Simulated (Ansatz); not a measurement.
Below is a relaxed structure of GaN. The cell was found from a structure generator's guess, not taken from experiment.

Computed with Ansatz 0.2.0, DFT PBE, scalar-relativistic, plane waves, PAW. Cutoff 420 eV, Γ-centred mesh, Gaussian smearing, no spin polarisation.

```
Ga N
1.0
     3.75964    0.00000    0.00000
     0.00000    3.75964    0.00000
     0.00000    0.00000    3.81900
Ga N
2 2
Cartesian
  0.0000 0.0000 1.9095
  1.8798 1.8798 1.9095
  1.8798 0.0000 2.5916
  0.0000 1.8798 1.2274
```

Formation energies are uncorrected and refer to the elements' standard structures at the same level (N₂ as a molecule).

Problem. What space group does it have?

Solution. P4/nmm (No. 129), the anti-litharge type. Conventional cell: a = 3.760 Å, c = 3.819 Å. Around Ga lie 4 N at 2.00 Å; N is surrounded by 4 Ga at 2.00 Å.

Problem. How far does it lie from the elements in energy?

Solution. +0.298 eV/atom. A positive value: parting into the elements would lower its energy.

Problem. Is it a metal?

Solution. No, the gap on the 8×8×8 mesh is 0.85 eV.

The last run used an 8×8×8 mesh for its 4-atom cell and Gaussian smearing of 0.02 eV. No dispersion correction is applied, so the spacing and binding between layers, chains or molecules are poorly described. Kohn–Sham gaps at this level usually fall short of measured ones. A structure relaxed within its symmetry needn't be a true minimum. Another cell of GaN relaxed alike, in P6_3mc (a cell as deposited in COD), lies 0.74 eV/atom lower, so this cell isn't the stable form at this level.
